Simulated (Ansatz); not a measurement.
## In2SSe monolayer in a perpendicular field

Aim: how the In2SSe monolayer screens a field along its normal, and what the field does to its bands. A positive field points along +c.

Program: Ansatz 0.2.0. Level of theory: plane-wave DFT, PBE-D3(BJ), Ansatz PAW. Results are calculated unless marked as measured.

**1. The starting structure**

The cell holds 4 atoms: 1 Se, 2 In and 1 S. Cell: a = 4.017 Å, b = 4.017 Å, c = 41.155 Å, α = 90.0°, β = 90.0°, γ = 120.0°. Vacuum lies along c.

**2. Relaxing the slab**

The starting cell is a guess, so the in-plane lattice and the atoms are relaxed first, with the slab cut off from its images along the normal.

The input, input.yaml:

```yaml
crystal:
  lattice:
    - [4.017, 0.0, 0.0]
    - [-2.0085, 3.478824047, 0.0]
    - [0.0, 0.0, 41.1554838417]
  atoms:
    - { symbol: Se, position: [0.3333333333, 0.6666666667, 0.4385806778] }
    - { symbol: In, position: [0.0, 0.0, 0.4697328586] }
    - { symbol: In, position: [0.0, 0.0, 0.5387394583] }
    - { symbol: S, position: [0.3333333333, 0.6666666667, 0.5614193222] }
  periodic: [true, true, false]
kpoints:
  mp_grid: { grid: [12, 12, 1] }
hamiltonian:
  xc: pbe
  dispersion: d3bj
scf:
  occupations: { method: fermi_dirac, width: 0.05 }
  convergence: { dr2_threshold: 1.0e-09 }
relax:
  f_tol: 0.004
  max_steps: 90
  cell: {}
output:
  write_potential: true
  write_density: true
  volumetric_format: npy
```

Command:

```console
ansatz run input.yaml --threads 2 --pin off --max-ram 3072MiB --backend cpu --events-out ev --progress --plain --runs-dir out
```

Numbers of over 12 decimals in the logs are rounded to 6 here.

Log:

```text
Warning: relax.cell: scf.convergence.dr2_threshold = 1e-9 eV is looser than the 1.76469866423e-10 eV advised for a relaxation that steers and ends on the stress (1e-10 eV for each atom of the cell: 4, times the square of relax.cell.stress_2d_tol = 0.05 N/m over 15.1 Å (the atoms' height at the walk's start and 5 Å past either face), 3.321e-2 GPa, over a crystal's default 0.05). What an SCF threshold leaves in a stress goes as its square root, and in the free energy as the threshold itself, and one threshold admits the most on a small cell: [figures from the program's tests cut] Set scf.convergence.dr2_threshold to 1.76469866423e-10 eV or tighter. [rest of the remark cut]
Engine: ansatz 0.2.0, x86_64-unknown-linux-gnu
Pseudopotentials: kind: paw
Pseudopotential: Se, paw, valence charge 16, recommended cutoff 420 eV (normal), Se.paw.azcp
Pseudopotential: In, paw, valence charge 13, recommended cutoff 420 eV (normal), In.paw.azcp
Pseudopotential: S, paw, valence charge 6, recommended cutoff 420 eV (normal), S.paw.azcp
Functional definition: PBE
  parameter kappa = 0.804
  parameter beta = 0.066725
  exchange = pbe_x(kappa = kappa, mu = beta*pi^2/3)
  correlation = pbe_c(beta = beta)
Crystal: 4 atoms, lattice volume = 575.125 Å³
Basis set: ecut = 420 eV, 11285 PW (Γ), exchange–correlation on 54×54×576 points (8 copies of the dense FFT grid, shifted against one another)
Bands: 29, of which v1, the nominal top of the filled ones, is band 24 counted from 1 (23 counted from 0)
Symmetry: 6 space group operations
Space group: P3m1 (ITA 156), of the structure as read, at distance tolerance 8.3e-5 Å
k-points: 19 of 144 (time reversal used)
Non-local potential: Se, projectors of the file, l = 0: 2, l = 1: 2, l = 2: 3, l = 3: 1
Non-local potential: In, projectors of the file, l = 0: 2, l = 1: 2, l = 2: 2, l = 3: 2
Non-local potential: S, projectors of the file, l = 0: 2, l = 1: 2, l = 2: 2
PAW form: soft (Blöchl's): semilocal exchange-correlation on the pseudo side does not see the compensation charge
PAW one-centre angular grid: Se, 590 points (default); XC on 64 Gauss nodes
PAW one-centre angular grid: In, 590 points (default); XC on 64 Gauss nodes
PAW one-centre angular grid: S, 110 points (default); XC on 64 Gauss nodes
Initial density: superposition of atomic densities (neutral atoms: chi_scale 0, normalization atom), corrected by the library's trained network
Initial wavefunctions: pseudopotential atomic-orbital guess
Functional: x = pbe(κ = 0.804, μ = 0.219515), c = pbe(β = 0.066725)
SCF iter   1: F=—  HF=-17569.665040 eV  |F-HF|=—  |Δ(HF+E_count)|=         —  Δρ=1.14e-3  dr2=5.79e-2  ethr=1.77e-3  ⟨swp⟩=13.1  Hψ=3686  notcnv=0
preconditioner: auto → Resta (q_TF=auto, 1.804 Å⁻¹)  ε∞=1.5  [insulator: Δε(μ)=1.147 eV  Ē_g=13.604 eV  σ=0.050 eV  W_gap=1.00  n_scr=22 (ndim 8)  ℏωp=9.5 eV  f_vac=0.785  D(μ)=0.00/eV (n_scr^D=0)  ε∞_Penn≈1.5  vacuum switching on, ρ_ref=1.3e-2 e/Å³]
SCF iter   2: F=—  HF=-17569.688821 eV  |F-HF|=—  |Δ(HF+E_count)|=   2.38e-2  Δρ=1.76e-3  dr2=2.83e-1  ethr=1.21e-4  ⟨swp⟩=5.3  Hψ=1358  notcnv=0  defer=13
SCF iter   3: F=—  HF=-17569.659868 eV  |F-HF|=—  |Δ(HF+E_count)|=   2.90e-2  Δρ=2.71e-4  dr2=2.10e-3  ethr=1.21e-4  ⟨swp⟩=4.8  Hψ=942  notcnv=0  defer=14
SCF iter   4: F=—  HF=-17569.660313 eV  |F-HF|=—  |Δ(HF+E_count)|=   4.44e-4  Δρ=1.62e-4  dr2=3.33e-4  ethr=4.37e-6  ⟨swp⟩=2.9  Hψ=1211  notcnv=0  defer=13
SCF iter   5: F=—  HF=-17569.660473 eV  |F-HF|=—  |Δ(HF+E_count)|=   1.60e-4  Δρ=6.73e-5  dr2=2.63e-5  ethr=6.94e-7  ⟨swp⟩=2.7  Hψ=937  notcnv=0  defer=13
SCF iter   6: F=—  HF=-17569.660565 eV  |F-HF|=—  |Δ(HF+E_count)|=   9.19e-5  Δρ=2.21e-5  dr2=7.20e-6  ethr=5.48e-8  ⟨swp⟩=3.2  Hψ=1241  notcnv=0  defer=13
SCF iter   7: F=—  HF=-17569.660567 eV  |F-HF|=—  |Δ(HF+E_count)|=   2.58e-6  Δρ=7.97e-6  dr2=4.47e-7  ethr=1.50e-8  ⟨swp⟩=2.2  Hψ=919  notcnv=0  defer=13
SCF iter   8: F=—  HF=-17569.660643 eV  |F-HF|=—  |Δ(HF+E_count)|=   7.54e-5  Δρ=1.93e-6  dr2=3.83e-8  ethr=9.31e-10  ⟨swp⟩=3.1  Hψ=1091  notcnv=0  defer=13
SCF iter   9: F=—  HF=-17569.660643 eV  |F-HF|=—  |Δ(HF+E_count)|=   3.28e-8  Δρ=7.65e-7  dr2=5.20e-9  ethr=7.98e-11  ⟨swp⟩=3.4  Hψ=1171  notcnv=0  defer=13
SCF iter  10: F=-17569.660643 eV  HF=-17569.660643 eV  |F-HF|=9.97e-10  |Δ(HF+E_count)|=   1.06e-8  Δρ=1.65e-7  dr2=2.40e-10  ethr=2.08e-12  ⟨swp⟩=11.4  Hψ=4194  notcnv=0
SCF 1 converged in 10 iterations: F = -17569.660643 eV  dr2 = 2.40e-10
  greatest PAW one-centre occupation: 1.000 electrons in one spin orbital (limit 2), on the Se atom at site 0 (counted from 0), in its partial waves of l = 2
relax step   1: F+E_penalty+E_count = -17569.66064286 eV  Δ(F+E_penalty+E_count) = +0.000e0 eV  max|allowed force component| = 1.115e0 eV/Å  Δτ_max = 0.0000 Å  P = +0.722 N/m  Ω = 575.125 Å³  fix = [c, alpha, beta]  reactions: c +0.000 N/m  (10 SCF iters, accepted)
Crystal: 4 atoms, lattice volume = 562.387 Å³
Basis set: ecut = 420 eV, 11093 PW (Γ), exchange–correlation on 54×54×576 points (8 copies of the dense FFT grid, shifted against one another)
Initial density: handed on by an earlier stage of this run
Initial wavefunctions: those handed on with the density
iter 1 solved again at ethr=3.72e-4 eV; its pass at ethr=3.10e-3 eV (dr2=1.78e-1 eV) is discarded
SCF iter   1: F=—  HF=-17569.748025 eV  |F-HF|=—  |Δ(HF+E_count)|=         —  Δρ=2.90e-3  dr2=1.78e-1  ethr=3.72e-4  ⟨swp⟩=2.3  Hψ=3968  notcnv=0
preconditioner: auto → Resta (q_TF=auto, 1.810 Å⁻¹)  ε∞=1.5  [insulator: Δε(μ)=1.764 eV  Ē_g=13.480 eV  σ=0.050 eV  W_gap=1.00  n_scr=22 (ndim 8)  ℏωp=9.7 eV  f_vac=0.782  D(μ)=0.00/eV (n_scr^D=0)  ε∞_Penn≈1.5  vacuum switching on, ρ_ref=1.3e-2 e/Å³]
SCF iter   2: F=—  HF=-17569.769927 eV  |F-HF|=—  |Δ(HF+E_count)|=   2.19e-2  Δρ=3.16e-3  dr2=5.08e-1  ethr=3.72e-4  ⟨swp⟩=5.8  Hψ=1216  notcnv=0  defer=2  recentre
SCF iter   3: F=—  HF=-17569.723731 eV  |F-HF|=—  |Δ(HF+E_count)|=   4.62e-2  Δρ=1.84e-3  dr2=5.46e-2  ethr=3.72e-4  ⟨swp⟩=4.9  Hψ=1137  notcnv=0  defer=16
SCF iter   4: F=—  HF=-17569.714162 eV  |F-HF|=—  |Δ(HF+E_count)|=   9.57e-3  Δρ=6.55e-4  dr2=3.19e-3  ethr=1.14e-4  ⟨swp⟩=3.6  Hψ=965  notcnv=0  defer=17
SCF iter   5: F=—  HF=-17569.713912 eV  |F-HF|=—  |Δ(HF+E_count)|=   2.50e-4  Δρ=2.03e-4  dr2=2.09e-4  ethr=6.64e-6  ⟨swp⟩=2.9  Hψ=1014  notcnv=0  defer=15
SCF iter   6: F=—  HF=-17569.713902 eV  |F-HF|=—  |Δ(HF+E_count)|=   9.60e-6  Δρ=9.20e-5  dr2=3.60e-5  ethr=4.35e-7  ⟨swp⟩=3.0  Hψ=1122  notcnv=0  defer=15
SCF iter   7: F=—  HF=-17569.713881 eV  |F-HF|=—  |Δ(HF+E_count)|=   2.19e-5  Δρ=1.79e-5  dr2=1.71e-6  ethr=7.50e-8  ⟨swp⟩=2.5  Hψ=986  notcnv=0  defer=15
[...]
SCF iter   2: F=—  HF=-17569.771004 eV  |F-HF|=—  |Δ(HF+E_count)|=   2.95e-4  Δρ=9.77e-4  dr2=3.16e-2  ethr=3.15e-5  ⟨swp⟩=4.6  Hψ=1151  notcnv=0
SCF iter   3: F=—  HF=-17569.768957 eV  |F-HF|=—  |Δ(HF+E_count)|=   2.05e-3  Δρ=6.85e-4  dr2=1.21e-2  ethr=3.15e-5  ⟨swp⟩=3.6  Hψ=900  notcnv=0  defer=10
SCF iter   4: F=—  HF=-17569.767906 eV  |F-HF|=—  |Δ(HF+E_count)|=   1.05e-3  Δρ=3.21e-4  dr2=2.02e-3  ethr=2.51e-5  ⟨swp⟩=1.7  Hψ=745  notcnv=0  defer=8
SCF iter   5: F=—  HF=-17569.767646 eV  |F-HF|=—  |Δ(HF+E_count)|=   2.60e-4  Δρ=1.08e-4  dr2=1.15e-4  ethr=4.21e-6  ⟨swp⟩=2.3  Hψ=743  notcnv=0  defer=8
SCF iter   6: F=—  HF=-17569.767666 eV  |F-HF|=—  |Δ(HF+E_count)|=   2.06e-5  Δρ=3.48e-5  dr2=6.60e-6  ethr=2.39e-7  ⟨swp⟩=2.8  Hψ=961  notcnv=0  defer=8
SCF iter   7: F=—  HF=-17569.767647 eV  |F-HF|=—  |Δ(HF+E_count)|=   1.96e-5  Δρ=1.01e-5  dr2=4.90e-7  ethr=1.37e-8  ⟨swp⟩=3.2  Hψ=1091  notcnv=0  defer=8
SCF iter   8: F=—  HF=-17569.767725 eV  |F-HF|=—  |Δ(HF+E_count)|=   7.82e-5  Δρ=2.21e-6  dr2=3.76e-8  ethr=1.02e-9  ⟨swp⟩=3.1  Hψ=1020  notcnv=0  defer=8
SCF iter   9: F=—  HF=-17569.767725 eV  |F-HF|=—  |Δ(HF+E_count)|=   2.62e-8  Δρ=7.86e-7  dr2=4.63e-9  ethr=7.84e-11  ⟨swp⟩=2.9  Hψ=985  notcnv=0  defer=8
SCF iter  10: F=-17569.767725 eV  HF=-17569.767725 eV  |F-HF|=1.24e-10  |Δ(HF+E_count)|=   3.20e-9  Δρ=1.86e-7  dr2=1.90e-10  ethr=2.08e-12  ⟨swp⟩=11.2  Hψ=4208  notcnv=0
SCF 3 converged in 10 iterations: F = -17569.767725 eV  dr2 = 1.90e-10
relax step   3: F+E_penalty+E_count = -17569.76772498 eV  Δ(F+E_penalty+E_count) = -5.377e-2 eV  max|allowed force component| = 9.096e-2 eV/Å  Δτ_max = 0.0708 Å  P = -0.300 N/m  Ω = 561.708 Å³  energy of the carried Pulay correction = +5.216e-4 eV  fix = [c, alpha, beta]  reactions: c -0.000 N/m  (10 SCF iters, accepted)
[...]
relax step   4: F+E_penalty+E_count = -17569.76943034 eV  Δ(F+E_penalty+E_count) = -1.705e-3 eV  max|allowed force component| = 1.849e-2 eV/Å  Δτ_max = 0.0081 Å  P = -0.182 N/m  Ω = 558.497 Å³  energy of the carried Pulay correction = +6.483e-4 eV  fix = [c, alpha, beta]  reactions: c -0.000 N/m  (8 SCF iters, accepted)
[...]
relax step   5: F+E_penalty+E_count = -17569.76986419 eV  Δ(F+E_penalty+E_count) = -4.339e-4 eV  max|allowed force component| = 7.369e-3 eV/Å  Δτ_max = 0.0033 Å  P = -0.012 N/m  Ω = 556.198 Å³  energy of the carried Pulay correction = +7.395e-4 eV  fix = [c, alpha, beta]  reactions: c -0.000 N/m  (8 SCF iters, accepted)
[...]
relax step   6: F+E_penalty+E_count = -17569.76986999 eV  Δ(F+E_penalty+E_count) = -5.793e-6 eV  max|allowed force component| = 5.399e-4 eV/Å  Δτ_max = 0.0005 Å  P = -0.000 N/m  Ω = 556.129 Å³  energy of the carried Pulay correction = +7.422e-4 eV  fix = [c, alpha, beta]  reactions: c -0.000 N/m  (6 SCF iters, accepted)
Initial wavefunctions: pseudopotential atomic-orbital guess (no wavefunctions were taken with the density)
iter 1 solved again at ethr=2.40e-7 eV; its pass at ethr=3.10e-3 eV (dr2=1.15e-4 eV) is discarded
SCF iter   1: F=—  HF=-17569.769080 eV  |F-HF|=—  |Δ(HF+E_count)|=         —  Δρ=2.24e-5  dr2=5.01e-7  ethr=2.40e-7  ⟨swp⟩=5.1  Hψ=5924  notcnv=0
SCF iter   2: F=—  HF=-17569.769148 eV  |F-HF|=—  |Δ(HF+E_count)|=   6.77e-5  Δρ=1.04e-5  dr2=1.26e-7  ethr=1.04e-9  ⟨swp⟩=3.5  Hψ=1361  notcnv=0
SCF iter   3: F=—  HF=-17569.769148 eV  |F-HF|=—  |Δ(HF+E_count)|=   1.73e-7  Δρ=3.53e-6  dr2=4.89e-7  ethr=2.63e-10  ⟨swp⟩=3.1  Hψ=1047  notcnv=0  recentre
SCF iter   4: F=—  HF=-17569.769148 eV  |F-HF|=—  |Δ(HF+E_count)|=   3.65e-8  Δρ=2.17e-6  dr2=9.71e-8  ethr=2.63e-10  ⟨swp⟩=2.9  Hψ=844  notcnv=0
SCF iter   5: F=-17569.769148 eV  HF=-17569.769148 eV  |F-HF|=2.15e-10  |Δ(HF+E_count)|=   2.54e-9  Δρ=3.51e-7  dr2=6.04e-10  ethr=2.08e-12  ⟨swp⟩=15.2  Hψ=5157  notcnv=0
SCF 7 converged in 5 iterations: F = -17569.769148 eV  dr2 = 6.04e-10
relax step   7: F+E_penalty+E_count = -17569.76914780 eV  Δ(F+E_penalty+E_count) = +7.222e-4 eV  max|allowed force component| = 6.781e-4 eV/Å  Δτ_max = 0.0000 Å  P = -0.001 N/m  Ω = 556.129 Å³  fix = [c, alpha, beta]  reactions: c -0.000 N/m  stress off target by 9.37e-4 N/m on what of the cell is left free  SCF on the basis re-selected at this cell (its energy is not comparable with the rows above)  (5 SCF iters)
basis re-selected at this cell: Δ(F+E_penalty+E_count) = +7.222e-4 eV, ΔP = -0.001 N/m vs the last step (what re-selecting the basis moved, of the pressure what is left beyond the Pulay correction that the steps carried, after the strain that the cell walked since its last selection, with what the two solves' SCF thresholds leave and, on support functions, any second-order correction that the steps lacked; it is no m [...]
WARN: The output density's exchange-correlation potential varies sharply where the density is thin. Do not read a vacuum level from v_tot or v_xc, or from such a field of the output density. On a cell that repeats whose density bears no net charge and no dipole along the vacuum's axis use v_es (v_loc + v_h of the components); under efield.dipole_correction with no amplitude use v_es + v_field, which holds any externa [...]
SCF converged after 5 iterations
Free energy (F): -17569.769148 eV
Harris-Foulkes:  -17569.769148 eV  (|F-HF|=2.15e-10)
Internal energy: -17569.769148 eV  (E = F + TS)
E sigma→0 (E₀):  -17569.769148 eV
Fermi energy:    -5.250761 eV
--- Per-component energies (eV) ---
  E_band       = -1115.678701
  E_kinetic    = 709.866265
  E_local      = -127667.153209  (includes V_loc(G=0)·N_el)
  E_nonlocal   = 167.563789
  E_hartree    = 63225.367581
  E_xc         = -630.824900
  E_vxc        = -382.700860  (∫ρ·V_xc dr)
  E_paw        = -10822.276087  (= ΣΔE_a)
  E_vpaw       = -393.986889  (= ΣTr[D̂ρ^β])
  E_aug_tail   = -0.000545  (compensation charges beyond the density's cutoff)
  E_ewald      = 57448.551356
  E_disp       = -0.863398  (pairwise vdW)
  E_smearing   = -0.000000  (= −TS)
  E_closure    = 0.000000  (closes the sum)
  Σ components = -17569.769148   (vs F -17569.769148, Δ=0.00e0)
--- Forces (eV/Å), atoms counted from 1 ---
  atom   1  Se     0.00000000     0.00000000    -0.00067808
  atom   2  In     0.00000000    -0.00000000     0.00039792
  atom   3  In     0.00000000     0.00000000    -0.00030171
  atom   4  S      0.00000000     0.00000000     0.00058178
  max |Σ_I F_I| component: 9.36e-8 eV/Å
--- 2D stress c σ (N/m, compression-positive) ---
       -0.000937       0.000000       0.000000
        0.000000      -0.000937       0.000000
        0.000000       0.000000      -0.000000
  P = ½ c Tr σ = -0.0009 N/m
--- Band table (eV; the first three rows and the last of 19) ---
  k-point 0: bands = [... 20 lower, -7.0959, -6.3406, -6.3406, -6.2769, -4.4746, -3.0830, -0.8432, -0.8432, ... 1 higher]
  k-point 1: bands = [... 20 lower, -7.1683, -6.7750, -6.4261, -6.2261, -4.1405, -2.7137, -1.2653, -0.7758, ... 1 higher]
  k-point 2: bands = [... 20 lower, -7.5163, -7.3559, -6.6439, -6.1930, -3.6016, -2.4358, -1.5792, -0.6787, ... 1 higher]
  k-point 18: bands = [... 20 lower, -8.9484, -7.9452, -7.4827, -7.1660, -3.5403, -2.8743, -2.0268, -0.9949, ... 1 higher]
  the weakly bound empty levels are not read free of the cell's end (no_gap_told)
--- Relaxed structure (6 steps of the walk, 6 accepted, 1 SCFs on fresh bases) ---
  F+E_penalty+E_count = -17569.76914780 eV   max|allowed force component| = 6.781e-4 eV/Å   (the final SCF, on the basis selected at the relaxed cell)
  cell:  # Å, volume = 556.1288 Å³
    - [3.950104, -4.951305010731083e-18, 0]
    - [-1.975052, 3.420890, 0]
    - [0, 0, 41.1554838417]
  atoms:
    - { symbol: Se, position: [0.333333, 0.666667, 0.436791] }
    - { symbol: In, position: [0, -3.7007434155248937e-17, 0.469278] }
    - { symbol: In, position: [0, -3.7007434155248937e-17, 0.537227] }
    - { symbol: S, position: [0.333333, 0.666667, 0.565175] }
```

Run time: 1.8 min. Hardware: 2 threads of Intel Xeon Platinum 8259CL at 2.50GHz (Skylake/Cascade Lake), shared host; peak memory 0.89 GiB; 3.5 min of CPU time.

The steps of the relaxation:

```csv
step,energy less that of the first step (eV),largest force component (eV/Å),volume (Å³)
1,0.0000,1.1152,575.12
2,-0.0533,1.1066,562.39
3,-0.1071,0.0910,561.71
4,-0.1088,0.0185,558.50
5,-0.1092,0.0074,556.20
6,-0.1092,0.0005,556.13
7*,-0.1085,0.0007,556.13
```

Relaxation steps marked * repeat the geometry before them on a plane-wave basis chosen anew for their cell, so energy and pressure can jump there.

Forces are held to the 6 operations that the run works with; a distortion that breaks them can't arise in this run.

```csv
cell as run,before,after,change
a (Å),4.017,3.950,-1.7 %
b (Å),4.017,3.950,-1.7 %
```

The atoms that moved most (Å, along periodic axes as changes of fractional coordinates times the final cell, across vacuum about the mean position):

```csv
atom,dx,dy,dz,length
S4,0.000,0.000,0.155,0.155
Se1,0.000,0.000,-0.074,0.074
In3,0.000,0.000,-0.062,0.062
In2,0.000,0.000,-0.019,0.019
```

The relaxed structure:

```xyz
4
Lattice="3.9501 0.0000 0.0000 -1.9751 3.4209 0.0000 0.0000 0.0000 41.1555" Properties=species:S:1:pos:R:3
Se    0.0000    2.2806   17.9764
In    0.0000    0.0000   19.3134
In    0.0000    0.0000   22.1099
S     0.0000    2.2806   23.2601
```

The lattice constant a goes from 4.017 to 3.950 Å.

(Continued in part 2 of 2.)

[Logs are printed without paths, hosts, clocks, repeated set-up lines and the standing remarks that a program may print on its own settings, such as how far it seeks lower states.]

[Hosts, paths, dates, database ids (printed as entryN), source tags and the programs' standing remarks are cut or masked in the printed files.]

[Maps of the electrostatic potential energy from Ansatz leave out the sawtooth potential of an applied field or a dipole correction, so their vacuum need not be flat; planar profiles and work functions include it.]
